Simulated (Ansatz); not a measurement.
# BN: moving N off its site

BN, F-43m, a = 3.625 Å. The compound has several low-lying forms, and this is one of them. Ansatz: PBE, PAW, 420 eV, Γ-centred 6×6×6 mesh on 8 atoms, Gaussian smearing 0.05 eV; no spin polarisation.

```yaml
crystal:
  lattice:
    - [3.62470, 0.00000, 0.00000]
    - [0.00000, -3.62470, 0.00000]
    - [0.00000, 0.00000, -3.62470]
  atoms:
    - { symbol: B, position: [0.00000, 0.00000, 0.00000] }
    - { symbol: B, position: [0.50000, 0.50000, 0.00000] }
    - { symbol: B, position: [0.50000, 0.00000, 0.50000] }
    - { symbol: B, position: [0.00000, 0.50000, 0.50000] }
    - { symbol: N, position: [0.75000, 0.75000, 0.75000] }
    - { symbol: N, position: [0.25000, 0.25000, 0.75000] }
    - { symbol: N, position: [0.25000, 0.75000, 0.25000] }
    - { symbol: N, position: [0.75000, 0.25000, 0.25000] }
```

Atom 5 (N) moves by x along the unit vector (0.000, 1.000, 0.000), with its periodic images; all else is held. y is the free energy of the cell over the start, F the force along the path summed over the moved atoms. Symmetry makes y even in x.

| x (Å) | y (meV) | F (eV/Å) |
| --- | --- | --- |
| -0.1000 | 174.0 | 3.47 |
| -0.0500 | 43.6 | 1.74 |
| 0.0000 | 0.0 | 0.00 |
| 0.0125 | 2.7 | -0.44 |
| 0.0250 | 10.9 | -0.87 |
| 0.0375 | ? | ? |
| 0.0625 | 68.1 | -2.18 |
| 0.0750 | 98.1 | -2.61 |
| 0.0875 | 133.4 | -3.04 |

**Question.** Fit y = c2 x² + c4 x⁴ to the energies of the other rows, give the force constant, and predict energy and force of the missing row.

**Answer.** Least squares on the rows shown. y = 17470 x² − 6768.9 x⁴. The force constant is 2 c2 = 34.9 eV/Å² (for all images moving together, not for a lone atom). The force −dy/dx at the missing row is -1.31 eV/Å (computed -1.31). At x = 0.0375 the fit asked for gives 24.6 meV. The run gave 24.6 meV, the same to the digits shown.

Cost: 9 runs of about 0.78 core-minutes in all, on Arm Neoverse V2 (shared hosts).